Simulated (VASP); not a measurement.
**AlAs: band structure with PBEsol**

AlAs:

```
Al As
1.0
     0.00000    2.84090    2.84090
     2.84090    0.00000    2.84090
     2.84090    2.84090    0.00000
Al As
1 1
Direct
  0.00000 0.00000 0.00000
  0.25000 0.25000 0.25000
```

The cell was built by a generator and needn't be a form met in nature.

```
Program                : VASP 6.6.1
Task                   : band structure
Functional             : PBEsol
Potentials or basis    : VASP PAW PBE potentials, release 64 (Al, As)
Cutoff                 : 520 eV
k mesh                 : 10 × 10 × 10
Occupations            : gaussian, width 0.03 eV
Spin                   : no spin polarisation
Further INCAR settings : ALGO = Fast; EDIFF = 1e-07; NBANDS = 11
```

* Pressure: 0.0 GPa
* Band gap on the k mesh: 1.34 eV, indirect (least direct gap 1.89 eV)
* Band gap along the path: 1.34 eV, indirect (least direct gap 1.89 eV)

Levels at the corners of the path, in eV from the valence-band top:
```tsv
point	band 1	band 2	band 3	band 4	band 5	band 6	band 7	band 8	band 9
Γ	-11.83	0.00	0.00	0.00	1.89	4.25	4.25	4.25	8.65
X	-9.88	-5.40	-2.16	-2.16	1.34	2.22	10.20	10.20	11.55
X	-9.88	-5.40	-2.16	-2.16	1.34	2.22	10.20	10.20	11.55
W	-9.85	-5.06	-3.17	-2.82	4.23	5.56	5.61	5.96	10.47
W	-9.85	-5.06	-3.17	-2.82	4.23	5.56	5.61	5.96	10.47
K	-9.91	-5.15	-3.41	-1.79	2.15	4.88	8.08	8.19	8.61
K	-9.91	-5.15	-3.41	-1.79	2.15	4.88	8.08	8.19	8.61
Γ	-11.83	0.00	0.00	0.00	1.89	4.25	4.25	4.25	8.65
Γ	-11.83	0.00	0.00	0.00	1.89	4.25	4.25	4.25	8.65
L	-10.42	-5.55	-0.82	-0.82	2.04	4.62	4.62	7.56	10.97
L	-10.42	-5.55	-0.82	-0.82	2.04	4.62	4.62	7.56	10.97
U	-9.91	-5.15	-3.41	-1.79	2.15	4.88	8.08	8.19	8.61
U	-9.91	-5.15	-3.41	-1.79	2.15	4.88	8.08	8.19	8.61
W	-9.85	-5.06	-3.17	-2.82	4.23	5.56	5.61	5.96	10.47
W	-9.85	-5.06	-3.17	-2.82	4.23	5.56	5.61	5.96	10.47
L	-10.42	-5.55	-0.82	-0.82	2.04	4.62	4.62	7.56	10.97
L	-10.42	-5.55	-0.82	-0.82	2.04	4.62	4.62	7.56	10.97
K	-9.91	-5.15	-3.41	-1.79	2.15	4.88	8.08	8.19	8.61
U	-9.91	-5.15	-3.41	-1.79	2.15	4.88	8.08	8.19	8.61
X	-9.88	-5.40	-2.16	-2.16	1.34	2.22	10.20	10.20	11.55
```

Core levels (eV, on the scale of the bands):
```
atom                                                               levels
1 Al                                       1s -1501.9, 2s -99.2, 2p -60.6
2 As  1s -11707.3, 2s -1475.9, 2p -1292.7, 3s -179.9, 3p -123.3, 3d -30.4
```

Wall time 30 s on 1 thread of Intel(R) Xeon(R) 6975P-C (Granite Rapids), with other jobs on the host, peak memory 0.19 GiB.

Caveat: the PAW data sets were made with another functional, which shifts forces and pressure a little. A hybrid or GW would open this gap; PBEsol tends to underestimate it.
